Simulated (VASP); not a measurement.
# CdS (F-43m) in VASP: single point with PBE

Aim: the single point of CdS with PBE.

Program: VASP 6.6.1. These are calculated values, not measurements. Logs are shortened: lines on timing, memory, paths and dates and some standing lists are left out, and cuts for length are marked.

## Step 1: Starting point

The structure is cubic, space group F-43m (No. 216). The conventional cell has a = 5.833 Å, b = 5.833 Å, c = 5.833 Å, α = 90.00°, β = 90.00°, γ = 90.00°. Cd (site symmetry -43m) has 4 S at 2.53 Å as nearest neighbours. S (site symmetry -43m) has 4 Cd at 2.53 Å as nearest neighbours.

## Step 2: Single point, PBE

Contents of INCAR:

```
SYSTEM = CdS
  PREC = Accurate
  ENCUT = 520
  EDIFF = 1E-6
  ISMEAR = 0
  SIGMA = 0.1
  LREAL = .False.
  LASPH = .True.
  NELM = 100
  ALGO = Fast
  ISIF = 2
  LWAVE = .False.
  LCHARG = .False.
  GGA = PE
  NBANDS = 16
```

Contents of KPOINTS:

```
Automatic mesh
0
Gamma
  6 6 6
  0 0 0
```

Contents of POSCAR:

```
CdS
1.0
    0.0000000000      2.9165000000      2.9165000000
    2.9165000000      0.0000000000      2.9165000000
    2.9165000000      2.9165000000      0.0000000000
Cd S
1 1
Direct
    0.0000000000      0.0000000000      0.0000000000
    0.2500000000      0.2500000000      0.2500000000
```

Potentials or basis: VASP PAW PBE potentials, release 64 (Cd, S).

On the command line:

```sh
$ cat potpaw_PBE.64/Cd/POTCAR potpaw_PBE.64/S/POTCAR > POTCAR
$ mpirun -np 1 vasp_std > vasp.out
```

OUTCAR:

```text
SYSTEM = CdS
   PREC = Accurate
   ENCUT = 520
   EDIFF = 1E-6
   ISMEAR = 0
   LREAL = .False.
   LASPH = .True.
   NELM = 100
   ISIF = 2
   GGA = PE

 ion  position               nearest neighbor table
   1  0.000  0.000  0.000-   2 2.53   2 2.53   2 2.53   2 2.53
   2  0.250  0.250  0.250-   1 2.53   1 2.53   1 2.53   1 2.53

  LATTYP: Found a face centered cubic cell.
 ALAT       =     5.8330000000

  Lattice vectors:

 A1 = (   0.0000000000,   2.9165000000,   2.9165000000)
 A2 = (   2.9165000000,   0.0000000000,   2.9165000000)
 A3 = (   2.9165000000,   2.9165000000,   0.0000000000)

Analysis of symmetry for initial positions (statically):
=====================================================================
 Subroutine PRICEL returns:
 Original cell was already a primitive cell.

 Routine SETGRP: Setting up the symmetry group for a
 face centered cubic supercell.

 Subroutine GETGRP returns: Found 24 space group operations
 (whereof 24 operations were pure point group operations)
 out of a pool of 48 trial point group operations.

The static configuration has the point symmetry T_d .

Analysis of symmetry for dynamics (positions and initial velocities):
=====================================================================
 Subroutine PRICEL returns:
 Original cell was already a primitive cell.

 Routine SETGRP: Setting up the symmetry group for a
 face centered cubic supercell.

 Subroutine GETGRP returns: Found 24 space group operations
 (whereof 24 operations were pure point group operations)
 out of a pool of 48 trial point group operations.

The dynamic configuration has the point symmetry T_d .

 Subroutine INISYM returns: Found 24 space group operations
 (whereof 24 operations are pure point group operations),
 and found     1 'primitive' translations

----------------------------------------------------------------------------------------

                                     Primitive cell

  volume of cell :      49.6153

  direct lattice vectors                    reciprocal lattice vectors
     0.000000000  2.916500000  2.916500000    -0.171438368  0.171438368  0.171438368
     2.916500000  0.000000000  2.916500000     0.171438368 -0.171438368  0.171438368
     2.916500000  2.916500000  0.000000000     0.171438368  0.171438368 -0.171438368

  length of vectors
     4.124553855  4.124553855  4.124553855     0.296939964  0.296939964  0.296939964

  position of ions in fractional coordinates (direct lattice)
     0.000000000  0.000000000  0.000000000
     0.250000000  0.250000000  0.250000000

  ion indices of the primitive-cell ions
   primitive index   ion index
                 1           1
                 2           2

----------------------------------------------------------------------------------------

 KPOINTS: Automatic mesh

Automatic generation of k-mesh.
 Grid dimensions read from file:
 generate k-points for:    6    6    6

 Generating k-lattice:

  Cartesian coordinates                     Fractional coordinates (reciprocal lattice)
    -0.028573061  0.028573061  0.028573061     0.166666667  0.000000000  0.000000000
     0.028573061 -0.028573061  0.028573061     0.000000000  0.166666667  0.000000000
     0.028573061  0.028573061 -0.028573061     0.000000000  0.000000000  0.166666667

  Length of vectors
     0.049489994  0.049489994  0.049489994

  Shift w.r.t. Gamma in fractional coordinates (k-lattice)
     0.000000000  0.000000000  0.000000000

 Subroutine IBZKPT returns following result:
 ===========================================

 Found     16 irreducible k-points:

 Following reciprocal coordinates:
            Coordinates               Weight
  0.000000  0.000000  0.000000      1.000000
  0.166667  0.000000  0.000000      8.000000
  0.333333  0.000000  0.000000      8.000000
  0.500000  0.000000  0.000000      4.000000
  0.166667  0.166667  0.000000      6.000000
  0.333333  0.166667  0.000000     24.000000
[... 8 lines left out ...]
 -0.333333  0.333333  0.166667     24.000000
 -0.333333  0.500000  0.166667     12.000000
   k-points           NKPTS =     16   k-points in BZ     NKDIM =     16   number of bands    NBANDS=     16
   number of dos      NEDOS =    301   number of ions     NIONS =      2
   total plane-waves  NPLWV =  32768
   dimension x,y,z NGX =    32 NGY =   32 NGZ =   32
   dimension x,y,z NGXF=    64 NGYF=   64 NGZF=   64
   ions per type =               1   1
   NGX,Y,Z   is equivalent  to a cutoff of  12.90, 12.90, 12.90 a.u.
   NGXF,Y,Z  is equivalent  to a cutoff of  25.80, 25.80, 25.80 a.u.
 SYSTEM =  CdS
   PREC   = accura    normal or accurate (medium, high low for compatibility)
   ISTART =      0    job   : 0-new  1-cont  2-samecut
   ICHARG =      2    charge: 1-file 2-atom 10-const
   ISPIN  =      1    spin polarized calculation?
   LNONCOLLINEAR =      F non collinear calculations
   LSORBIT =      F    spin-orbit coupling
   LASPH  =      T    aspherical Exc in radial PAW
   ENCUT  =  520.0 eV  38.22 Ry    6.18 a.u.   7.67  7.67  7.67*2*pi/ulx,y,z
   NELM   =    100;   NELMIN=  2; NELMDL= -5     # of ELM steps
   EDIFF  = 0.1E-05   stopping-criterion for ELM
   LREAL  =      F    real-space projection
   EDIFFG = 0.1E-04   stopping-criterion for IOM
   NSW    =      0    number of steps for IOM
   IBRION =     -1    ionic relax: 0-MD 1-quasi-New 2-CG
   NFREE  =      0    steps in history (QN), initial steepest desc. (CG)
   ISIF   =      2    stress and relaxation
   ISYM   =      2    0-nonsym 1-usesym 2-fastsym
   POTIM  = 0.5000    time-step for ionic-motion
   TEBEG  =    0.0;   TEEND  =   0.0 temperature during run
   PSTRESS=    0.0 pullay stress
   NELECT =      18.0000    total number of electrons
   NUPDOWN=      -1.0000    fix difference up-down
   EMIN   =  10.00;   EMAX   =-10.00  energy-range for DOS
   EFERMI =   0.00;   METHOD = LEGACY
   ISMEAR =     0;   SIGMA  =   0.10  broadening in eV -4-tet -1-fermi 0-gaus
   EFERMI_NEDOS =   21; number of points for ismear=-14 and -15
   IALGO  =     68    algorithm
   IMIX   =      4    mixing-type and parameters
     AMIX     =   0.40;   BMIX     =  1.00
     AMIX_MAG =   1.60;   BMIX_MAG =  1.00
  volume/ion in A,a.u.               =      24.81       167.41
  Fermi-wavevector in a.u.,A,eV,Ry     =   1.167599  2.206442 18.548649  1.363287
  Thomas-Fermi vector in A             =   2.304097
   LORBIT       =      0    0 simple, 1 ext, 2 COOP (PROOUT), +10 PAW based schemes
   GGA     = PE    functional components
   LHFCALC =     F    Hartree Fock is set to
   AEXX    =    0.0000 exact exchange contribution
   IVDW    =     0    specifies the selected vdW correction
   LEPSILON=     F    determine dielectric tensor
   LRPA    =     F    only Hartree local field effects (RPA)
 non-spin polarized calculation
 RMM-DIIS sequential band-by-band and
 Gauss-broadening in eV      SIGMA  =   0.10
  energy-cutoff  :      520.00
  volume of cell :       49.62
 maximum number of plane-waves:      1363
 NGX is ok and might be reduce to    32
   NGX = 15   NGY = 15   NGZ = 15

 number of electron      18.0000004 magnetization

 Free energy of the ion-electron system (eV)
  ---------------------------------------------------
  ext. energy  EPLUGINS =         0.00000000
  ---------------------------------------------------
  free energy    TOTEN  =        -6.11905936 eV

  energy without entropy =       -6.11905936  energy(sigma->0) =       -6.11905936

 E-fermi :   1.8162     XC(G=0):  -9.1490

 val. band max:        1.3159431815   @ k =   0.0000   0.0000   0.0000
 cond. band min:       2.4648747012   @ k =   0.0000   0.0000   0.0000
 fundamental gap:      1.1489315197
 Fermi energy:         1.8162040764

 k-point     1 :       0.0000    0.0000    0.0000
  band No.  band energies     occupation
      1     -11.0536      2.00000
      2      -6.4138      2.00000
      3      -6.4137      2.00000
      4      -6.4137      2.00000
      5      -5.9341      2.00000
      6      -5.9341      2.00000
[... 8 lines left out ...]
     15      12.7959      0.00000
     16      12.7959      0.00000

 k-point     2 :       0.1667    0.0000    0.0000
  band No.  band energies     occupation
      1     -10.9475      2.00000
      2      -6.3760      2.00000
      3      -6.3760      2.00000
      4      -6.3140      2.00000
      5      -5.9348      2.00000
      6      -5.9348      2.00000
[... 8 lines left out ...]
     15      12.0105      0.00000
     16      13.1635      0.00000

 k-point     3 :       0.3333    0.0000    0.0000
  band No.  band energies     occupation
      1     -10.7341      2.00000
      2      -6.3145      2.00000
      3      -6.3145      2.00000
      4      -5.9430      2.00000
      5      -5.9173      2.00000
      6      -5.9173      2.00000
[... 8 lines left out ...]
     15      12.4299      0.00000
     16      12.4299      0.00000

 k-point     4 :       0.5000    0.0000    0.0000
  band No.  band energies     occupation
      1     -10.6282      2.00000
      2      -6.2934      2.00000
      3      -6.2934      2.00000
      4      -5.8962      2.00000
      5      -5.8962      2.00000
      6      -5.5539      2.00000
[... 8 lines left out ...]
     15      13.8661      0.00000
     16      13.8661      0.00000

 k-point     5 :       0.1667    0.1667    0.0000
  band No.  band energies     occupation
      1     -10.9125      2.00000
      2      -6.3372      2.00000
      3      -6.3372      2.00000
      4      -6.3348      2.00000
      5      -5.9586      2.00000
      6      -5.9123      2.00000
[... 8 lines left out ...]
     15      12.9723      0.00000
     16      14.7413      0.00000

 k-point     6 :       0.3333    0.1667    0.0000
  band No.  band energies     occupation
      1     -10.7360      2.00000
      2      -6.2973      2.00000
      3      -6.2637      2.00000
      4      -6.1062      2.00000
      5      -5.9100      2.00000
      6      -5.8926      2.00000
[... 8 lines left out ...]
     15      13.1853      0.00000
     16      14.3163      0.00000

 k-point     7 :       0.5000    0.1667    0.0000
  band No.  band energies     occupation
      1     -10.5964      2.00000
      2      -6.2709      2.00000
      3      -6.2351      2.00000
      4      -5.9650      2.00000
      5      -5.8900      2.00000
      6      -5.5367      2.00000
[... 8 lines left out ...]
     15      13.9204      0.00000
     16      14.2135      0.00000

 k-point     8 :      -0.3333    0.1667    0.0000
  band No.  band energies     occupation
      1     -10.6309      2.00000
      2      -6.2714      2.00000
      3      -6.2608      2.00000
      4      -5.9386      2.00000
      5      -5.9319      2.00000
      6      -5.6572      2.00000
[... 8 lines left out ...]
     15      13.4412      0.00000
     16      14.2453      0.00000

 k-point     9 :      -0.1667    0.1667    0.0000
  band No.  band energies     occupation
      1     -10.8060      2.00000
      2      -6.3312      2.00000
      3      -6.3089      2.00000
      4      -6.1484      2.00000
      5      -5.9535      2.00000
      6      -5.8977      2.00000
[... 8 lines left out ...]
     15      12.6706      0.00000
     16      14.7228      0.00000

 k-point    10 :       0.3333    0.3333    0.0000
  band No.  band energies     occupation
      1     -10.6327      2.00000
      2      -6.1891      2.00000
      3      -6.1640      2.00000
      4      -6.1640      2.00000
      5      -5.8687      2.00000
      6      -5.8255      2.00000
[... 8 lines left out ...]
     15      13.4044      0.00000
     16      16.9411      0.00000

 k-point    11 :       0.5000    0.3333    0.0000
  band No.  band energies     occupation
      1     -10.5308      2.00000
      2      -6.2064      2.00000
      3      -6.1184      2.00000
      4      -6.0680      2.00000
      5      -5.8681      2.00000
      6      -5.5054      2.00000
[... 8 lines left out ...]
     15      14.0255      0.00000
     16      15.0024      0.00000

 k-point    12 :      -0.3333    0.3333    0.0000
  band No.  band energies     occupation
      1     -10.5310      2.00000
      2      -6.2329      2.00000
      3      -6.1599      2.00000
      4      -5.9846      2.00000
      5      -5.9115      2.00000
      6      -5.3797      2.00000
[... 8 lines left out ...]
     15      12.6977      0.00000
     16      16.0093      0.00000

 k-point    13 :       0.5000    0.5000    0.0000
  band No.  band energies     occupation
      1     -10.4969      2.00000
      2      -6.2003      2.00000
      3      -6.0646      2.00000
      4      -6.0646      2.00000
      5      -5.8468      2.00000
      6      -5.4892      2.00000
[... 8 lines left out ...]
     15      13.6811      0.00000
     16      14.8140      0.00000

 k-point    14 :       0.5000    0.3333    0.1667
  band No.  band energies     occupation
      1     -10.5982      2.00000
      2      -6.2246      2.00000
      3      -6.2166      2.00000
      4      -6.0307      2.00000
      5      -5.8943      2.00000
      6      -5.6431      2.00000
[... 8 lines left out ...]
     15      14.3322      0.00000
     16      14.5522      0.00000

 k-point    15 :      -0.3333    0.3333    0.1667
  band No.  band energies     occupation
      1     -10.5310      2.00000
      2      -6.2207      2.00000
      3      -6.1778      2.00000
      4      -5.9748      2.00000
      5      -5.9157      2.00000
      6      -5.3775      2.00000
[... 8 lines left out ...]
     15      13.8048      0.00000
     16      14.6419      0.00000

 k-point    16 :      -0.3333    0.5000    0.1667
  band No.  band energies     occupation
      1     -10.4982      2.00000
      2      -6.1854      2.00000
      3      -6.1408      2.00000
      4      -6.0119      2.00000
      5      -5.8920      2.00000
      6      -5.3470      2.00000
[... 8 lines left out ...]
     15      14.5252      0.00000
     16      14.6388      0.00000

------------------------ aborting loop because EDIFF is reached ----------------------------------------

  FORCE on cell =-STRESS in cart. coord.  units (eV):
  Direction    XX          YY          ZZ          XY          YZ          ZX
  --------------------------------------------------------------------------------------
  -------------------------------------------------------------------------------------
  Total        1.0025068      1.0025068      1.0025068      0.0000000     -0.0000000     -0.0000000
  in kB       32.3729258     32.3729258     32.3729258      0.0000000     -0.0000000     -0.0000000
  external PRESSURE =      32.3729258 kB  Pullay stress =       0.0000000 kB

 VOLUME and BASIS-vectors are now :
 -----------------------------------------------------------------------------
  energy-cutoff  :      520.00
  volume of cell :       49.62
      direct lattice vectors                 reciprocal lattice vectors
     0.000000000  2.916500000  2.916500000    -0.171438368  0.171438368  0.171438368
     2.916500000  0.000000000  2.916500000     0.171438368 -0.171438368  0.171438368
     2.916500000  2.916500000  0.000000000     0.171438368  0.171438368 -0.171438368

 POSITION                                       TOTAL-FORCE (eV/Angst)
 -----------------------------------------------------------------------------------
      0.00000      0.00000      0.00000         0.000000      0.000000      0.000000
      1.45825      1.45825      1.45825        -0.000000     -0.000000     -0.000000
 -----------------------------------------------------------------------------------
    total drift:                               -0.000000     -0.000000     -0.000000

  FREE ENERGIE OF THE ION-ELECTRON SYSTEM (eV)
  ---------------------------------------------------
  free  energy   TOTEN  =        -6.1190593631 eV

  energy  without entropy=       -6.1190593631  energy(sigma->0) =       -6.11905936
```

It took 28 s on 1 thread of Intel Xeon Platinum 8375C at 2.90GHz (Ice Lake), shared host; peak memory 0.17 GiB.

What came out:

```
Free energy            : -6.1191 eV
Pressure               : 3.2 GPa
Band gap on the k mesh : 1.15 eV, direct
```
